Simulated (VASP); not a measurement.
# Be (P6_3/mmc) in VASP: electric field gradients with r2SCAN

Aim: the electric field gradients of Be with r2SCAN.

Everything below comes from runs of VASP 6.6.1. Logs are shortened: lines on timing, memory, paths and dates and some standing lists are left out, and cuts for length are marked.

### Step 1. Starting point

It takes space group P6_3/mmc (No. 194, hexagonal). Conventional cell: a = 2.285 Å, b = 2.285 Å, c = 3.584 Å, α = 90.00°, β = 90.00°, γ = 120.00°. Around Be (site symmetry -6m2) lie 12 Be at 2.23 to 2.29 Å.

### Step 2. Electric field gradients, r2SCAN

Contents of INCAR:

```
ALGO = Normal
EDIFF = 1E-7
ENCUT = 520
ISIF = 2
ISMEAR = -1
LASPH = T
LCHARG = F
LEFG = T
LMIXTAU = T
LREAL = F
LWAVE = F
METAGGA = R2SCAN
NELM = 100
PREC = Accurate
SIGMA = 0.05
```

Contents of KPOINTS:

```
k-points
0
Gamma
  16 16 9
```

Contents of POSCAR:

```
Be
1.0
    2.2853000000      0.0000000000      0.0000000000
   -1.1426500000      1.9791278553      0.0000000000
    0.0000000000      0.0000000000      3.5842000000
Be
2
Direct
    0.3333333333      0.6666666667      0.2500000000
    0.6666666667      0.3333333333      0.7500000000
```

Potentials or basis: VASP PAW PBE potentials, release 64 (Be).

Command:

```bash
> cat potpaw_PBE.64/Be/POTCAR > POTCAR
> mpirun -np 1 vasp_std > vasp.out
```

OUTCAR:

```text
EDIFF = 1E-7
   ENCUT = 520
   ISIF = 2
   ISMEAR = -1
   LASPH = T
   LREAL = F
   METAGGA = R2SCAN
   NELM = 100
   PREC = Accurate

 ion  position               nearest neighbor table
   1  0.333  0.667  0.250-   2 2.23   2 2.23   2 2.23   2 2.23   2 2.23   2 2.23
   2  0.667  0.333  0.750-   1 2.23   1 2.23   1 2.23   1 2.23   1 2.23   1 2.23

  LATTYP: Found a hexagonal cell.
 ALAT       =     2.2853000000
 C/A-ratio  =     1.5683717674

  Lattice vectors:

 A1 = (   2.2853000000,   0.0000000000,   0.0000000000)
 A2 = (  -1.1426500000,   1.9791278553,   0.0000000000)
 A3 = (   0.0000000000,   0.0000000000,   3.5842000000)

Analysis of symmetry for initial positions (statically):
=====================================================================
 Subroutine PRICEL returns:
 Original cell was already a primitive cell.

 Routine SETGRP: Setting up the symmetry group for a
 hexagonal supercell.

 Subroutine GETGRP returns: Found 24 space group operations
 (whereof 12 operations were pure point group operations)
 out of a pool of 24 trial point group operations.

The static configuration has the point symmetry D_3d.
 The point group associated with its full space group is D_6h.

Analysis of symmetry for dynamics (positions and initial velocities):
=====================================================================
 Subroutine PRICEL returns:
 Original cell was already a primitive cell.

 Routine SETGRP: Setting up the symmetry group for a
 hexagonal supercell.

 Subroutine GETGRP returns: Found 24 space group operations
 (whereof 12 operations were pure point group operations)
 out of a pool of 24 trial point group operations.

The dynamic configuration has the point symmetry D_3d.
 The point group associated with its full space group is D_6h.

 Subroutine INISYM returns: Found 24 space group operations
 (whereof 12 operations are pure point group operations),
 and found     1 'primitive' translations

----------------------------------------------------------------------------------------

                                     Primitive cell

  volume of cell :      16.2110

  direct lattice vectors                    reciprocal lattice vectors
     2.285300000  0.000000000  0.000000000     0.437579311  0.252636533  0.000000000
    -1.142650000  1.979127855  0.000000000     0.000000000  0.505273066  0.000000000
     0.000000000  0.000000000  3.584200000     0.000000000  0.000000000  0.279002288

  length of vectors
     2.285300000  2.285300000  3.584200000     0.505273066  0.505273066  0.279002288

  position of ions in fractional coordinates (direct lattice)
     0.333333333  0.666666667  0.250000000
     0.666666667  0.333333333  0.750000000

  ion indices of the primitive-cell ions
   primitive index   ion index
                 1           1
                 2           2

----------------------------------------------------------------------------------------

 KPOINTS: k-points

Automatic generation of k-mesh.
 Grid dimensions read from file:
 generate k-points for:   16   16    9

 Generating k-lattice:

  Cartesian coordinates                     Fractional coordinates (reciprocal lattice)
     0.027348707  0.015789783  0.000000000     0.062500000  0.000000000  0.000000000
     0.000000000  0.031579567  0.000000000     0.000000000  0.062500000  0.000000000
     0.000000000  0.000000000  0.031000254     0.000000000  0.000000000  0.111111111

  Length of vectors
     0.031579567  0.031579567  0.031000254

  Shift w.r.t. Gamma in fractional coordinates (k-lattice)
     0.000000000  0.000000000  0.000000000

 Subroutine IBZKPT returns following result:
 ===========================================

 Found    150 irreducible k-points:

 Following reciprocal coordinates:
            Coordinates               Weight
  0.000000  0.000000  0.000000      1.000000
  0.062500 -0.000000  0.000000      6.000000
  0.125000 -0.000000  0.000000      6.000000
  0.187500  0.000000  0.000000      6.000000
  0.250000 -0.000000  0.000000      6.000000
  0.312500  0.000000  0.000000      6.000000
[... 16 lines left out ...]
  0.187500  0.187500  0.000000      6.000000
  0.250000  0.187500  0.000000     12.000000
 [... further k-points ...]
   k-points           NKPTS =    150   k-points in BZ     NKDIM =    150   number of bands    NBANDS=      6
   number of dos      NEDOS =    301   number of ions     NIONS =      2
   total plane-waves  NPLWV =   9072
   dimension x,y,z NGX =    18 NGY =   18 NGZ =   28
   dimension x,y,z NGXF=    36 NGYF=   36 NGZF=   56
   ions per type =               2
   NGX,Y,Z   is equivalent  to a cutoff of  13.09, 13.09, 12.99 a.u.
   NGXF,Y,Z  is equivalent  to a cutoff of  26.19, 26.19, 25.97 a.u.
 SYSTEM =  unknown system
   PREC   = accura    normal or accurate (medium, high low for compatibility)
   ISTART =      0    job   : 0-new  1-cont  2-samecut
   ICHARG =      2    charge: 1-file 2-atom 10-const
   ISPIN  =      1    spin polarized calculation?
   LNONCOLLINEAR =      F non collinear calculations
   LSORBIT =      F    spin-orbit coupling
   LASPH  =      T    aspherical Exc in radial PAW
   ENCUT  =  520.0 eV  38.22 Ry    6.18 a.u.   4.25  4.25  6.66*2*pi/ulx,y,z
   NELM   =    100;   NELMIN=  2; NELMDL= -5     # of ELM steps
   EDIFF  = 0.1E-06   stopping-criterion for ELM
   LREAL  =      F    real-space projection
   EDIFFG = 0.1E-05   stopping-criterion for IOM
   NSW    =      0    number of steps for IOM
   IBRION =     -1    ionic relax: 0-MD 1-quasi-New 2-CG
   NFREE  =      0    steps in history (QN), initial steepest desc. (CG)
   ISIF   =      2    stress and relaxation
   ISYM   =      2    0-nonsym 1-usesym 2-fastsym
   POTIM  = 0.5000    time-step for ionic-motion
   TEBEG  =    0.0;   TEEND  =   0.0 temperature during run
   PSTRESS=    0.0 pullay stress
   NELECT =       4.0000    total number of electrons
   NUPDOWN=      -1.0000    fix difference up-down
   EMIN   =  10.00;   EMAX   =-10.00  energy-range for DOS
   EFERMI =   0.00;   METHOD = LEGACY
   ISMEAR =    -1;   SIGMA  =   0.05  broadening in eV -4-tet -1-fermi 0-gaus
   EFERMI_NEDOS =   21; number of points for ismear=-14 and -15
   IALGO  =     38    algorithm
   IMIX   =      4    mixing-type and parameters
     AMIX     =   0.40;   BMIX     =  1.00
     AMIX_MAG =   1.60;   BMIX_MAG =  1.00
  volume/ion in A,a.u.               =       8.11        54.70
  Fermi-wavevector in a.u.,A,eV,Ry     =   1.026814  1.940397 14.345258  1.054347
  Thomas-Fermi vector in A             =   2.160726
   LORBIT       =      0    0 simple, 1 ext, 2 COOP (PROOUT), +10 PAW based schemes
   METAGGA = R2SCAN    functional components
   LHFCALC =     F    Hartree Fock is set to
   AEXX    =    0.0000 exact exchange contribution
   IVDW    =     0    specifies the selected vdW correction
   LEPSILON=     F    determine dielectric tensor
   LRPA    =     F    only Hartree local field effects (RPA)
 non-spin polarized calculation
  energy-cutoff  :      520.00
  volume of cell :       16.21
 maximum number of plane-waves:       453
 NGX is ok and might be reduce to    18
   NGX =  9   NGY =  9   NGZ = 13

 number of electron       4.0000000 magnetization

 Free energy of the ion-electron system (eV)
  ---------------------------------------------------
  ext. energy  EPLUGINS =         0.00000000
  ---------------------------------------------------
  free energy    TOTEN  =        -8.68328675 eV

  energy without entropy =       -8.68241458  energy(sigma->0) =       -8.68285067

 E-fermi :   6.9112     XC(G=0): -11.1751

 val. band max:        6.8885163151   @ k =   0.3125   0.1250   0.0000
 cond. band min:       6.9645651504   @ k =   0.2500   0.2500   0.1111
 fundamental gap:      0.0760488354
 Fermi energy:         6.9112056166

 k-point     1 :       0.0000    0.0000    0.0000
  band No.  band energies     occupation
      1      -5.1701      2.00000
      2       2.3058      2.00000
      3       7.9745      0.00000
      4      23.8555      0.00000
      5      23.8555      0.00000
      6      26.8609      0.00000

 k-point     2 :       0.0625   -0.0000    0.0000
  band No.  band energies     occupation
      1      -5.0501      2.00000
      2       2.4594      2.00000
      3       8.0169      0.00000
      4      22.8293      0.00000
      5      23.1107      0.00000
      6      26.8682      0.00000
[... 181 lines left out ...]
 k-point    23 :       0.1875    0.1875    0.0000
  band No.  band energies     occupation
      1      -1.9221      2.00000
      2       6.4143      1.99990
      3       8.4779      0.00000
      4      12.6563      0.00000
      5      15.7574      0.00000
      6      21.6563      0.00000

 k-point    24 :       0.2500    0.1875    0.0000
  band No.  band energies     occupation
      1      -0.7208      2.00000
      2       7.9031      0.00000
      3       8.0224      0.00000
      4      10.9135      0.00000
      5      14.9158      0.00000
      6      19.4506      0.00000

 [... further k-points ...]
[... 5 lines left out ...]
  --------------------------------------------------------------------------------------
  -------------------------------------------------------------------------------------
  Total       -0.2970574     -0.2970574     -0.2383355      0.0000000      0.0000000     -0.0000000
  in kB      -29.3590261    -29.3590261    -23.5553718      0.0000000      0.0000000     -0.0000000
  external PRESSURE =     -27.4244747 kB  Pullay stress =       0.0000000 kB

 VOLUME and BASIS-vectors are now :
 -----------------------------------------------------------------------------
  energy-cutoff  :      520.00
  volume of cell :       16.21
      direct lattice vectors                 reciprocal lattice vectors
     2.285300000  0.000000000  0.000000000     0.437579311  0.252636533  0.000000000
    -1.142650000  1.979127855  0.000000000     0.000000000  0.505273066  0.000000000
     0.000000000  0.000000000  3.584200000     0.000000000  0.000000000  0.279002288

 POSITION                                       TOTAL-FORCE (eV/Angst)
 -----------------------------------------------------------------------------------
     -0.00000      1.31942      0.89605         0.000000     -0.000000      0.000000
      1.14265      0.65971      2.68815        -0.000000      0.000000      0.000000
 -----------------------------------------------------------------------------------
    total drift:                                0.000000     -0.000000      0.000000

  FREE ENERGIE OF THE ION-ELECTRON SYSTEM (eV)
  ---------------------------------------------------
  free  energy   TOTEN  =        -8.6832867524 eV

  energy  without entropy=       -8.6824145838  energy(sigma->0) =       -8.68285067

 Electric field gradients (V/A^2)
---------------------------------------------------------------------
 ion       V_xx      V_yy      V_zz      V_xy      V_xz      V_yz
---------------------------------------------------------------------
   1       0.278     0.278    -0.556    -0.000    -0.000     0.000
   2       0.278     0.278    -0.556    -0.000     0.000    -0.000
---------------------------------------------------------------------

 Electric field gradients after diagonalization (V/A^2)
 (convention: |V_zz| > |V_xx| > |V_yy|)
----------------------------------------------------------------------
 ion       V_xx      V_yy      V_zz     asymmetry (V_yy - V_xx)/ V_zz
----------------------------------------------------------------------
   1       0.278     0.278    -0.556       0.000
   2       0.278     0.278    -0.556       0.000
----------------------------------------------------------------------

           NMR quadrupolar parameters

 Cq : quadrupolar parameter    Cq=e*Q*V_zz/h
 eta: asymmetry parameters     (V_yy - V_xx)/ V_zz
 Q  : nuclear electric quadrupole moment in mb (millibarn)
----------------------------------------------------------------------
 ion       Cq(MHz)       eta       Q (mb)
----------------------------------------------------------------------
   1      -0.001       0.000       1.000
   2      -0.001       0.000       1.000
----------------------------------------------------------------------
```

Run time: 62 s. Hardware: 1 thread of Intel Xeon Platinum 8559C (Emerald Rapids), shared host; peak memory 0.13 GiB.

Results:

| Item | Value |
| --- | --- |
| Free energy | -8.6833 eV |
| Pressure | -2.7 GPa |
| Band gap on the k mesh | none (metal or under the smearing width) |

Levels at points of the mesh, in eV from the Fermi level:
```
           k point  band 1  band 2  band 3  band 4  band 5
(0.00, 0.00, 0.00)  -12.08   -4.61    1.06   16.94   16.94
(0.50, 0.00, 0.00)   -5.31   -3.35    3.89    6.72    7.10
```

Electric field gradients, principal values (V/Å²):
```tsv
atom	Vxx	Vyy	Vzz
1 Be	0.278	0.278	-0.556
2 Be	0.278	0.278	-0.556
```

Caveat: the PAW data sets were made with another functional, which shifts forces and pressure a little.
